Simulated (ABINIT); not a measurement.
Runs of ABINIT 10.8.3 (patched build) on Si2Ni. It takes space group Fm-3m (No. 225, cubic). Conventional cell: a = 5.406 Å, b = 5.406 Å, c = 5.406 Å, α = 90.00°, β = 90.00°, γ = 90.00°. Around Ni (site symmetry m-3m) lie 8 Si at 2.34 Å. Si (site symmetry -43m) is surrounded by 4 Ni at 2.34 Å. 

```csv
task,level,potentials or basis,cell,k mesh,cutoff (eV),cell freedom (optcell),optimiser (ionmov),cutoff smearing ecutsm (Ha),force stop (Ha/bohr),fine-grid cutoff,gap on the mesh (eV),pressure (GPa),moment (μB)
relaxation of cell and atoms,PBEsol,JTH PAW PBE v2.0,relaxed,7 × 7 × 7,1116,2,2,0.5,2e-05,1714.32 eV,none,0.0,0.00
single point,PBE,PseudoDojo NC SR PBE v0.4.1 standard,as given,7 × 7 × 7,1252,-,-,-,-,-,none,(a),0.00
single point,LDA,PseudoDojo NC SR LDA v0.4.1 standard,as given,7 × 7 × 7,1252,-,-,-,-,-,none,-5.7,0.00
optical spectrum,LDA,PseudoDojo NC SR LDA v0.4.1 standard,as given,"6 × 6 × 6, with 4 shifts",1252,-,-,-,-,-,-,-5.8,0.00
```

Alike in all rows: spin collinear, ferromagnetic start; smearing fermi-dirac 0.05 eV.

Q: Fill in the values left out.

A: (a) 2.9.

Caveats: small starting moments can end in a higher magnetic state in this program; the PAW data sets were made with another functional, which shifts forces and pressure a little (some runs); the intraband (Drude) term is left out (some runs); spectra need much finer meshes, so this one isn't converged (some runs); independent-particle spectra lack excitons (some runs).

A gap of «none» marks a metal or a gap under the smearing width.
